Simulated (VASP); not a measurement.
Runs of VASP 6.6.1 on CdTe. It takes space group F-43m (No. 216, cubic). The conventional cell has a = 6.495 Å, b = 6.495 Å, c = 6.495 Å, α = 90.00°, β = 90.00°, γ = 90.00°. Around Cd (site symmetry -43m) lie 4 Te at 2.81 Å. Te (site symmetry -43m) has 4 Cd at 2.81 Å as nearest neighbours. The cell is a database's computed one.

```csv
level,k mesh,cutoff (eV),smearing,gap on the mesh (eV),pressure (GPa)
PBEsol,10 × 10 × 10,700,gaussian 0.02 eV,0.64,0.0
PBEsol,14 × 14 × 14,520,gaussian 0.02 eV,0.64,0.0
PBEsol,10 × 10 × 10,520,gaussian 0.5 eV,0.64,0.0
r2SCAN,10 × 10 × 10,520,gaussian 0.02 eV,(a),1.3
PBEsol,10 × 10 × 10,900,gaussian 0.02 eV,0.64,0.0
```

Alike in all rows: task single point; potentials or basis VASP PAW PBE potentials, release 64 (Cd, Te); no spin polarisation; cell as given.

Fill in the values left out.

(a) 1.25.

Caveats: the PAW data sets were made with another functional, which shifts forces and pressure a little; spin-orbit coupling is left out, which moves the levels of the heavy elements.

A k mesh can miss the band edges, and the runs leave out spin-orbit coupling on Cd, Te.

Not every run made on this cell is shown here.
